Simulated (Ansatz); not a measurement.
## BN: equation of state with PBEsol

Crystal: BN.

```
CELL_PARAMETERS angstrom
1.25112 0.72234 3.37293
-1.25112 0.72234 3.37293
0.00000 -1.44467 3.37293
ATOMIC_POSITIONS crystal
N 0.66724 0.66724 0.66724
B 0.00033 0.00033 0.00033
```

The cell is a database's computed one.

| Quantity | Value |
| --- | --- |
| Program | Ansatz 0.2.0 |
| Task | equation of state |
| Functional | PBEsol |
| Potentials or basis | Ansatz PAW |
| Cutoff | 420 eV |
| Density cutoff | 1680 eV |
| k mesh | 12 × 12 × 12 |
| Occupations | fermi-dirac, width 0.05 eV |
| Spin | no spin polarisation |

```yaml
Equilibrium_volume: 9.17 Å³/atom
Bulk_modulus_at_fixed_shape_and_positions: 239 GPa
Pressure_derivative_of_the_bulk_modulus: 3.6
```

Energy against volume, from the lowest point:
| volume (Å³/atom) | energy (meV/atom) |
| --- | --- |
| 8.596 | 29.67 |
| 8.779 | 13.35 |
| 8.962 | 3.66 |
| 9.145 | 0.00 |
| 9.328 | 1.84 |
| 9.510 | 8.71 |
| 9.693 | 20.19 |

All runs of the series together: 12 s on 2 threads of Intel(R) Xeon(R) Platinum 8259CL CPU @ 2.50GHz (Skylake/Cascade Lake), on a shared host.

Caveat: the cell was scaled at fixed shape and fractional positions, which overstates the stiffness of a crystal with free parameters, most of all of layers and chains.
